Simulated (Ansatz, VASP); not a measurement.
**Two plane-wave programs on MgSb2**

Contents of INCAR:

```
  AGGAC = 1.0
  AGGAX = 1.0
  ALDAC = 0.0
  ALDAX = 1.0
  ALGO = Fast
  EDIFF = 1E-6
  ENCUT = 520
  GGA = B5
  ISIF = 2
  ISMEAR = -1
  LASPH = True
  LCHARG = False
  LREAL = False
  LWAVE = False
  NBANDS = 21
  NELM = 100
  PREC = Accurate
  SIGMA = 0.1
```

The input KPOINTS:

```
k-points
0
Gamma
  4 4 4
```

POSCAR

```
MgSb2
1.0
    4.6976220000     -2.9410680000      0.0000000000
    4.6976220000      2.9410680000      0.0000000000
    0.0000000000      0.0000000000      5.6069510000
Mg Sb
2 4
Direct
    0.3158830000      0.6841170000      0.7500000000
    0.6841170000      0.3158830000      0.2500000000
    0.6345660000      0.0337820000      0.7500000000
    0.9662180000      0.3654340000      0.7500000000
    0.0337820000      0.6345660000      0.2500000000
    0.3654340000      0.9662180000      0.2500000000
```

Input for Ansatz:

```yaml
crystal:
  lattice:
    - [4.697622, -2.941068, 0.0]
    - [4.697622, 2.941068, 0.0]
    - [0.0, 0.0, 5.606951]
  atoms:
    - { symbol: Mg, position: [0.315883, 0.684117, 0.75] }
    - { symbol: Mg, position: [0.684117, 0.315883, 0.25] }
    - { symbol: Sb, position: [0.634566, 0.033781999999999965, 0.75] }
    - { symbol: Sb, position: [0.9662179999999999, 0.3654339999999999, 0.75] }
    - { symbol: Sb, position: [0.033781999999999965, 0.634566, 0.25] }
    - { symbol: Sb, position: [0.3654339999999999, 0.9662179999999999, 0.25] }
basis:
  ecutwfc: 557.833418042754
kpoints:
  mp_grid:
    grid: [4, 4, 4]
hamiltonian:
  xc: blyp
  pseudopotentials:
    kind: paw
scf:
  occupations:
    method: fermi_dirac
    width: 0.1
output:
  stress: true
```

The cell comes from a database or a generator and needn't be the stable form of this composition.

Alike in both runs: task single point; functional BLYP; k mesh 4 × 4 × 4; occupations fermi-dirac, width 0.1 eV; no spin polarisation.

```csv
,VASP,Ansatz
version,VASP 6.6.1,Ansatz 0.2.0
potentials or method,"VASP PAW PBE potentials, release 64 (Mg, Sb)","plane waves, PAW"
plane-wave cutoff (eV),520,558
valence electrons in the cell,24,80
```

VASP gave:

```
pressure (GPa)                                  : 3.7
largest component of the traceless stress (GPa) : 0.99
```

Q: Which values does Ansatz return?

A: Pressure (GPa): 3.6; largest component of the traceless stress (GPa): 0.90.

The two sets of potentials don't hold the same shells in valence.

Caveats: the PAW data sets were made with another functional, which shifts forces and pressure a little (VASP). The runs have no spin-orbit coupling, so splittings on Sb are missing.
